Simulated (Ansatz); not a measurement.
Phases of Pb at 0.25 GPa

Structure types of Pb are relaxed in primitive cells with their symmetry kept at 0.25 GPa, first on PAW files, then by LAPW. The enthalpy is E + pV at zero temperature, without zero-point motion. Only the types listed were tried, and differences under about 5 meV/atom are mesh noise.

Computed with Ansatz 0.2.0; functional PBE, scalar-relativistic. Settings: Fermi–Dirac smearing of 0.05 eV, no spin polarisation. Methods: LAPW: all electrons, basis error target 0.5 meV/atom; PAW: frozen-core files, cutoff 420 eV.

k meshes: fcc 13×13×13, bcc 14×14×14, hcp 12×12×7, beta tin 13×13×13, omega 7×7×9, simple hexagonal 13×13×12.

Spin–orbit coupling is left out, which matters for the heavy atoms.

```tsv
start type	ends as	a, b, c (Å)	V (Å³/atom)	H − H(lowest), LAPW (meV/atom)
fcc	fcc, Fm-3m	5.030, 5.030, 5.030	31.82	0.0
bcc	bcc, Im-3m	3.988, 3.988, 3.988	31.71	?
hcp	hcp, P6_3/mmc	3.510, 3.510, 5.971	31.86	12.8
beta tin	beta tin, I4_1/amd	6.285, 6.285, 3.351	33.09	?
omega	omega, P6/mmm	5.670, 5.670, 3.443	31.95	57.8
simple hexagonal	simple hexagonal, P6/mmm	3.408, 3.408, 3.265	32.84	102.6
```

Give the missing entry: row "beta tin", column "H − H(lowest), LAPW (meV/atom)".

136.4.

Fill in "H − H(lowest), LAPW (meV/atom)" for the row "bcc".

44.7.
